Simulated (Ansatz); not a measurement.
# HfB2 in Ansatz: the effect of functional

HfB2:

```xyz
3
Lattice="3.1813 0.0000 0.0000 -1.5907 2.7551 0.0000 0.0000 0.0000 3.5258" Properties=species:S:1:pos:R:3 pbc="T T T"
Hf    0.0000    0.0000    0.0000
B     1.5907    0.9184    1.7629
B     0.0000    1.8367    1.7629
```

The cell isn't the ideal one: volume scaled by 1.04.

Alike in all runs:

```yaml
Program: Ansatz 0.2.0
Task: single point
Potentials_or_basis: Ansatz PAW
k_mesh: 10 × 10 × 8
Occupations: fermi-dirac, width 0.05 eV
Spin: no spin polarisation
```

```tsv
functional	cutoff	pressure (GPa)
r2SCAN	500 eV (not typed: the program's choice for these potentials)	-9.9
PBE	420 eV (not typed: the program's choice for these potentials)	?
LDA	420 eV (not typed: the program's choice for these potentials)	-18.7
```

What does the run with functional PBE give?

Pressure -7.9 GPa.

Caveats: the PAW data sets come from PBE, with cores solved anew for the run's functional, which leaves a small shift of forces and pressure (some runs).
